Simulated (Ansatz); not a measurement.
Set up this calculation in Ansatz 0.2.0, as the native input.

```yaml
Task: relaxation of cell and atoms
Functional: r2SCAN
Potentials_or_basis: Ansatz PAW
Cutoff: "500 eV (not typed: the program's choice for these potentials)"
k_mesh: 9 × 9 × 9
Occupations: fermi-dirac, width 0.05 eV
Spin: no spin polarisation
```

Crystal: BAs.

```
B As
1.0
     2.93437    0.00000    0.00000
     0.00000    2.93437    0.00000
     0.00000    0.00000    2.93437
B As
1 1
Direct
  0.50000 0.50000 0.50000
  0.00000 0.00000 0.00000
```

The cell was built by a generator and needn't be a form met in nature.

One way to write it, as run:

input.yaml

```yaml
crystal:
  lattice:
    - [2.93437, 0.0, 0.0]
    - [0.0, 2.93437, 0.0]
    - [0.0, 0.0, 2.93437]
  atoms:
    - { symbol: B, position: [0.5, 0.5, 0.5] }
    - { symbol: As, position: [0.0, 0.0, 0.0] }
hamiltonian:
  xc: r2scan
  pseudopotentials: { kind: paw }
kpoints:
  mp_grid: { grid: [9, 9, 9] }
scf:
  occupations: { method: fermi_dirac, width: 0.05 }
output:
  forces: true
  stress: true
  eigenvalues: true
relax:
  f_tol: 0.01
  max_steps: 40
  cell: { stress_tol: 0.05 }
```

Potentials or basis: Ansatz PAW.

The run is started by

```sh
$ ansatz run input.yaml --threads 2 --pin off --max-ram 5632MiB --backend cpu --events-out ev --progress --plain --runs-dir out
```

Results of the run:

| Quantity | Value |
| --- | --- |
| Relaxed volume | 12.62 Å³/atom |
| Relaxed cell | a = 2.933 Å, b = 2.933 Å, c = 2.933 Å, α = 90.00°, β = 90.00°, γ = 90.00° |
| Space group after relaxing (to 0.05 Å) | Pm-3m (No. 221) |
| Energy gained by relaxing | 0.0 meV/atom |
| Ionic steps | 3 |
| Pressure after relaxing | 0.0 GPa |
| Band gap on the k mesh | none (metal or under the smearing width) |

Caveat: the plane-wave basis is chosen anew once the cell has moved, so the energies of steps on either side of that aren't comparable; the PAW data sets come from PBE, with cores solved anew for the run's functional, which leaves a small shift of forces and pressure.

Wall time 3.2 s on 2 threads of Arm Neoverse V2, with other jobs on the host, peak memory 0.35 GiB.
